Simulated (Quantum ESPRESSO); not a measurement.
## HfO2 under changes of volume

One of the cells (10.912 Å³/atom); the others are scaled copies at fixed shape and fractional positions:

```xyz
6
Lattice="3.5580 0.0000 0.0000 0.0000 3.5580 0.0000 0.0000 0.0000 5.1719" Properties=species:S:1:pos:R:3 pbc="T T T"
Hf    0.0000    0.0000    0.0000
Hf    1.7790    1.7790    2.5859
O     0.0000    1.7790    1.0199
O     1.7790    0.0000    1.5660
O     1.7790    0.0000    4.1519
O     0.0000    1.7790    3.6059
```

Measurements of this composition are mostly on another form, of space group No. 14.

| Quantity | Value |
| --- | --- |
| Program | Quantum ESPRESSO 7.5 |
| Functional | PBE |
| Potentials or basis | SSSP 1.3 efficiency PBE |
| Cutoff | 816 eV |
| Density cutoff | 5987 eV |
| k mesh | 8 × 8 × 5 |
| Occupations | fermi-dirac, width 0.05 eV |
| Spin | no spin polarisation |

```tsv
volume (Å³/atom)	energy over the lowest point (meV/atom)	pressure (GPa)	gap on the mesh (eV)
10.257	79.59	27.0	4.99
10.476	47.09	19.9	4.94
10.694	?	?	?
10.912	8.60	7.9	4.79
11.130	0.93	2.7	4.71
11.349	0.00	-2.0	4.63
11.567	5.15	-6.3	4.56
```

Question: What does the run at 10.694 Å³/atom give?

Answer: Energy over the lowest point 23.74 meV/atom; pressure 13.6 GPa; gap on the mesh 4.87 eV.

Worked out: A Birch-Murnaghan fit of order 3 (a polynomial in V^(-2/3)) to the other rows has its minimum at 11.27 Å³/atom with B0 = V·E''(V) = 240 GPa and B' = 4.0 at fixed shape and positions, which overstates the stiffness. It gives 23.75 meV/atom at 10.694 Å³/atom, against the run's 23.74, and -dE/dV = 14.0 GPa, against 13.6. A parabola through the other rows of the gap, of slope -3.47 eV per unit of ln V there, gives 4.86 eV, against the run's 4.87.

Energies are extrapolated to zero smearing.

Caveats: spin-orbit coupling is left out, which moves the levels of the heavy elements; an odd mesh through Γ misses points on the zone boundary, where band edges often lie.
